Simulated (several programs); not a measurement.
What each method gives for SiO2 (P4_2/mnm)

Measured values to be reproduced:
- volume: 7.774 Å³ an atom (from the lattice constants; a of recovered stishovite; 300 K; “Oxidation of the Interiors of Carbide Exoplanets”; recovered from laser-heated SiC + water at 42 GPa; mixed-phase sample, stishovite may hold some water; 2020; arxiv:2005.03175)

A 6-atom cell of SiO2 started from a crystallographic database, relaxed with r2SCAN in Ansatz, was computed with several methods. It is tetragonal, P4_2/mnm (No. 136); conventional cell a = 4.185 Å, c = 2.669 Å, 7.79 Å³ an atom. Si is surrounded by 6 O at 1.76–1.81 Å; O is surrounded by 3 Si at 1.76–1.81 Å. Calculated for a static, non-magnetic cell.

```
CELL_PARAMETERS angstrom
4.18519 0.00000 0.00000
0.00000 4.18519 0.00000
0.00000 0.00000 2.66884
ATOMIC_POSITIONS crystal
Si 0.00000 0.00000 0.00000
Si 0.50000 0.50000 0.50000
O 0.30610 0.30610 0.00000
O 0.19390 0.80610 0.50000
O 0.69390 0.69390 0.00000
O 0.80610 0.19390 0.50000
```

Gaps and times are for a single point on this cell; volume and bulk modulus come from each method's own relaxation or energy curve at fixed shape, which is too stiff where a cell has free coordinates or axes. Times are rough, from shared hosts (AMD EPYC 7R13 Processor; Arm Neoverse V1; NVIDIA H100 80GB HBM3), and each method has its own mesh and cell size. A double dagger marks a value from a curve with shape and coordinates held. A star marks a curve whose lowest point is an end point. PM6 (MOPAC), PM7 (MOPAC), GFN1-xTB (tblite), GFN2-xTB (tblite) treat a cluster of cells at its zone centre, which samples few k points: where these miss a band edge, the gap comes out too large for that reason alone. Gaps from k meshes are read at a limited set of points (mesh, symmetry points, PBE's band edges), so each method's own least gap may be somewhat smaller. Force fields have no electrons; where one was fitted to this phase, its volume and modulus reflect the fit. xTB and the PM methods were fitted mostly to molecules, and can miss a solid's gap by electronvolts. Minimal bases can be far off for gaps. Times of the plane-wave ladder aren't listed, since it ran on unlike processors and cards. GLLB-SC's gap includes the derivative discontinuity. d marks a direct gap, i an indirect one (no mark: not told apart), a dash a value that wasn't computed or didn't pass its checks.

```tsv
method	kind	gap (eV)	own volume (Å³/atom)	bulk modulus (GPa)	atoms computed	processor time
PBEsol	semilocal	–	7.85	–	6	–
SiO.1997.vashishta (LAMMPS)	force field	–	–	–	6	0.11 s
SiO.tersoff (LAMMPS)	force field	–	–	–	6	0.12 s
light PBE (260 eV and a coarse mesh)	light plane-wave	5.49 d	–	–	6	0.84 s
LDA	semilocal	5.53 d	7.66	–	6	–
PBE	semilocal	5.56 d	8.05	298‡	6	–
GFN1-xTB (tblite)	tight binding	6.72	8.55*‡	274*‡	cluster	4.8 s
PBE/SZV (CP2K)	small basis	4.87 d	–	–	6	8.7 s
r2SCAN	semilocal	6.51 d	7.79	337‡	6	–
GFN2-xTB (tblite)	tight binding	6.98	7.19‡	262‡	cluster	13 s
PM7 (MOPAC)	semi-empirical	6.15	–	–	cluster	14 s
PM6 (MOPAC)	semi-empirical	6.46	–	–	cluster	14 s
GLLB-SC (GPAW)	model potential	8.33	–	–	6	16 s
PBE/DZVP (CP2K)	small basis	5.47 d	8.04‡	294‡	6	22 s
r2SCANh	hybrid	7.53 d	–	–	6	–
PBE0	hybrid	8.43 d	–	–	6	–
HSE06	hybrid	7.66 d	–	–	6	–
DDH-PBE0	hybrid	8.91 d	–	–	6	–
```

Against HSE06 (7.66 eV) and with closed or daggered gaps left aside, the nearest gap at the points sampled is that of r2SCANh (-0.13 eV) and the farthest that of PBE/SZV (CP2K) (-2.79 eV). HSE06 is only a yardstick of convenience: for gaps this wide it usually falls short of measured ones, so a larger value can be the better one.

Volumes against r2SCAN's: PBEsol +0.8 %, LDA -1.7 %, PBE +3.3 %.

Runs without a result: non-self-consistent DFTB (CP2K) (single point).

Relaxed on its own, the cell leaves this structure with SiO.1997.vashishta (LAMMPS), SiO.tersoff (LAMMPS), so no volume is listed.

Comparison with experiment:
- Volume, measured 7.774 Å³ an atom: PBEsol +1.0 %, LDA -1.5 %, PBE +3.5 %, r2SCAN +0.2 %.
The calculations are for a static lattice; samples hold vibrations, temperature and, in optical gaps, excitons. A measured value is shown where most reports agree with it, and only for the quantities listed.
